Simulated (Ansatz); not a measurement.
The system is ZrB2.

```
Zr B
1.0
     3.17000    0.00000    0.00000
    -1.58500    2.74530    0.00000
     0.00000    0.00000    3.53300
Zr B
1 2
Cartesian
  0.0000 0.0000 0.0000
  1.5850 0.9151 1.7665
  0.0000 1.8302 1.7665
```

Base run:

- Program: Ansatz 0.2.0
- Functional: PBE
- Potentials or basis: Ansatz PAW
- Cutoff: 420 eV (not typed: the program's choice for these potentials)
- k mesh: 10 × 10 × 8
- Occupations: fermi-dirac, width 0.05 eV
- Spin: no spin polarisation

Its results: band gap on the k mesh none (metal or under the smearing width); pressure 0.8 GPa.

Question: The run is repeated on the same cell with these changes: functional from PBE to LDA. What comes out?

Answer: Band gap on the k mesh none (metal or under the smearing width); pressure -8.8 GPa.

LDA binds more tightly than PBE, so the same cell stands under less pressure.

Caveats: the PAW data sets come from PBE, with cores solved anew for the run's functional, which leaves a small shift of forces and pressure (some runs).
